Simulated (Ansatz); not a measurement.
The calculation used Ansatz 0.2.0, DFT PBE, scalar-relativistic, plane waves, PAW. All cells share a 420 eV cutoff and Γ-centred k meshes spaced about 0.3 Å⁻¹ or finer (0.25 for metals, 2π included). No spin polarisation.

A search over trial structures of Al6N gave this relaxed cell.

```cif
data_structure
_symmetry_space_group_name_H-M 'P3m1'
_symmetry_Int_Tables_number 156
_cell_length_a 2.9842
_cell_length_b 2.9842
_cell_length_c 27.8783
_cell_angle_alpha 90.000
_cell_angle_beta 90.000
_cell_angle_gamma 120.000
_cell_volume 215.01
loop_
_atom_site_label
_atom_site_type_symbol
_atom_site_symmetry_multiplicity
_atom_site_Wyckoff_symbol
_atom_site_fract_x
_atom_site_fract_y
_atom_site_fract_z
_atom_site_occupancy
Al1 Al 1 c 0.66667 0.33333 0.67572 1
Al2 Al 1 a 0.00000 0.00000 0.75630 1
Al3 Al 1 b 0.33333 0.66667 0.83765 1
Al4 Al 1 b 0.33333 0.66667 0.59453 1
Al5 Al 1 b 0.33333 0.66667 0.09069 1
Al6 Al 1 c 0.66667 0.33333 0.18449 1
Al7 Al 1 a 0.00000 0.00000 0.99808 1
Al8 Al 1 a 0.00000 0.00000 0.27121 1
Al9 Al 1 c 0.66667 0.33333 0.91897 1
Al10 Al 1 c 0.66667 0.33333 0.43189 1
Al11 Al 1 a 0.00000 0.00000 0.51337 1
Al12 Al 1 b 0.33333 0.66667 0.35075 1
N1 N 1 a 0.00000 0.00000 0.06628 1
N2 N 1 b 0.33333 0.66667 0.15838 1
```

**Question.** Is it a true minimum?

**Answer.** As far as tested, yes. The phonons at Γ show no imaginary mode. (Phonon run: 12×12×2 k mesh, Gaussian smearing of 0.10 eV.) After random moves of the atoms it relaxes back. Other q points weren't tested. The optical modes at Γ run from 34 to 766 cm⁻¹. Al on its first site is surrounded by 12 Al at 2.83–2.98 Å; Al on its second site has 12 Al at 2.83–2.98 Å; Al on its third site is surrounded by 12 Al at 2.85–2.98 Å; around N on its first site lie 4 Al at 1.85–1.90 Å; 10 more sites not described.

Phonons of metals hang on the k mesh and the smearing.
